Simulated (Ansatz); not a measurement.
**Formation energy of SiC**

Method: PBE, scalar-relativistic; no spin polarisation; PAW, 420 eV, 12×12×8 k-mesh, Gaussian smearing of 0.05 eV; code Ansatz; PAW files: Ansatz's generated set soft_2.

The chain of runs began from a cell as deposited in COD, expanded in volume.

Symmetry: P6_3mc, No. 186, hexagonal system. Conventional cell: a = 3.092 Å, b = 3.092 Å, c = 5.074 Å, α = 90.00°, β = 90.00°, γ = 120.00°. Si (site symmetry 3m) is surrounded by 4 C at 1.89 to 1.91 Å. C (site symmetry 3m) is surrounded by 4 Si at 1.89 to 1.91 Å. (Neighbours are counted to 15 % beyond the shortest distance.)

The elements were computed in their standard states with the same datasets, cutoff and functional. Total energies depend on the potentials used, so only differences within one code and one set of settings carry meaning.

Energy of the relaxed cell (4 atoms, smearing extrapolated to zero): -1774.309 eV. Elements, in eV/atom: Si -635.810, C -250.944.

What is the formation energy?

[-1774.309 − (2 × -635.810 + 2 × -250.944)] / 4 = -0.20 eV/atom, or -19 kJ per mole of atoms.

The value is for 0 K, without zero-point energy. A negative value shows stability against the elements alone, not against other compounds or structures.

